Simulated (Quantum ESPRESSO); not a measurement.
BN:

```
CELL_PARAMETERS angstrom
2.49824 0.00000 0.00000
-1.24912 2.16354 0.00000
0.00000 0.00000 6.63570
ATOMIC_POSITIONS crystal
N 0.66667 0.33333 0.25000
N 0.33333 0.66667 0.75000
B 0.66667 0.33333 0.75000
B 0.33333 0.66667 0.25000
```

Base run:

```yaml
Program: Quantum ESPRESSO 7.5
Functional: PBEsol
Potentials_or_basis: GBRV 1.5 PBEsol
Cutoff: 612 eV
Density_cutoff: 4898 eV
k_mesh: 12 × 12 × 4
Occupations: fermi-dirac, width 0.05 eV
Spin: no spin polarisation
```

Its results: band gap on the k mesh 4.19 eV, indirect (least direct gap 4.61 eV); pressure 2.5 GPa.

**Question.** The run is repeated on the same cell with these changes: functional from PBEsol to LDA; potentials or basis from GBRV 1.5 PBEsol to GBRV 1.5 LDA. What comes out?

**Answer.** Band gap on the k mesh 4.09 eV, indirect (least direct gap 4.52 eV); pressure -2.1 GPa.

Caveats: this functional lacks dispersion, which binds the layers, so the pressure and a relaxed spacing across them are unreliable (some runs); some levels on the path didn't converge (some runs).

A k mesh can miss the band edges.
